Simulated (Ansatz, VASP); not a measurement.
## BaS in VASP and in Ansatz

Contents of INCAR:

```
PREC = Accurate ; ENCUT = 520
EDIFF = 1E-6 ; ISMEAR = 0
SIGMA = 0.05 ; LREAL = False
LASPH = True ; NELM = 60
ALGO = Normal ; ISIF = 2
LWAVE = False ; LCHARG = True
GGA = PS ; LELF = True
LVHAR = True ; NBANDS = 15
```

KPOINTS

```
regular mesh
0
Gamma
  10 10 10
```

The input POSCAR:

```
BaS
1.0
    0.0000000000      3.1932699843      3.1932699843
    3.1932699843      0.0000000000      3.1932699843
    3.1932699843      3.1932699843      0.0000000000
Ba S
1 1
Direct
    0.5000000000      0.5000000000      0.5000000000
    0.0000000000      0.0000000000      0.0000000000
```

Input for Ansatz:

```yaml
crystal:
  lattice:
    - [0.0, 3.1932699843, 3.1932699843]
    - [3.1932699843, 0.0, 3.1932699843]
    - [3.1932699843, 3.1932699843, 0.0]
  atoms:
    - { symbol: Ba, position: [0.5, 0.5, 0.5] }
    - { symbol: S, position: [0.0, 0.0, 0.0] }
basis:
  ecutwfc: 420
  ecutrho_ratio: 4
kpoints:
  mp_grid: { grid: [10, 10, 10] }
hamiltonian:
  xc: pbesol
scf:
  occupations: { method: gaussian, width: 0.05 }
output:
  forces: true
  stress: true
  eigenvalues: true
```

Alike in both runs: task single point; functional PBEsol; k mesh 10 × 10 × 10; occupations gaussian, width 0.05 eV; no spin polarisation.

```csv
,VASP,Ansatz
version,VASP 6.6.1,Ansatz 0.2.0
potentials or method,"VASP PAW PBE potentials, release 64 (Ba_sv, S)","scalar-relativistic, plane waves, PAW"
plane-wave cutoff (eV),520,420
valence electrons in the cell,16,16
```

VASP gave:

| Property | Result |
| --- | --- |
| gap on the k mesh at the Fermi level (eV) | 1.98 |
| least direct gap on the mesh (eV) | 2.12 |
| pressure (GPa) | -0.5 |

Estimate Ansatz's values.

gap on the k mesh at the Fermi level (eV): 2.08; least direct gap on the mesh (eV): 2.19; pressure (GPa): -1.1.

Caveats: the PAW data sets were made with another functional, which shifts forces and pressure a little (VASP); spin-orbit coupling is left out, which moves the levels of the heavy elements. Expect the measured gap to be larger: semilocal functionals such as PBEsol lack the derivative discontinuity. A k mesh can miss the band edges.
